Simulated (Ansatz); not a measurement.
Take a crystal in which I has been replaced by Cl on all its sites, with the cell rescaled by a rough guess (in some cases also distorted within its space group) and nothing relaxed:

```
Cl
1.0
     2.93984   -1.94301    0.00000
     2.93984    1.94301    0.00000
     0.00000    0.00000    7.92603
Cl
4
Direct
  0.85000 0.15000 0.11700
  0.65000 0.35000 0.61700
  0.15000 0.85000 0.88300
  0.35000 0.65000 0.38300
```

The calculation used DFT PBEsol, scalar-relativistic, plane waves, PAW in Ansatz.

Settings: cutoff 420 eV, Γ-centred mesh 8×8×4 on the computed 4-atom cell, Gaussian smearing of 0.02 eV; no spin polarisation.

Problem. Will this cell want to expand or contract, and how hard?

Solution. The pressure is -2.8 GPa (positive in compression), so the cell would contract.

Problem. Is it a metal on this mesh?

Solution. No: the gap is 1.38 eV, the least direct gap 1.52 eV.

The cell holds molecules, and where no dispersion correction was added their binding is poorly described.